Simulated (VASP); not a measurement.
Crystal: HgSe.

```
Hg Se
1.0
     0.00000    3.03900    3.03900
     3.03900    0.00000    3.03900
     3.03900    3.03900    0.00000
Hg Se
1 1
Direct
  0.00000 0.00000 0.00000
  0.75000 0.75000 0.75000
```

Base run:

| Property | Result |
| --- | --- |
| Program | VASP 6.6.1 |
| Functional | SCAN |
| Potentials or basis | VASP PAW PBE potentials, release 64 (Hg, Se) |
| Cutoff | 520 eV |
| k mesh | 8 × 8 × 8 |
| Occupations | fermi-dirac, width 0.05 eV |
| Spin | no spin polarisation |

Its results: pressure 2.0 GPa.

Question: The run is repeated on the same cell with these changes: functional from SCAN to r2SCAN; further incar settings from ALGO = Normal; EDIFF = 1e-06 to ALGO = Normal; EDIFF = 1e-07; NBANDS = 16. What comes out?

Answer: Pressure 3.2 GPa.

Caveats: the PAW data sets were made with another functional, which shifts forces and pressure a little.
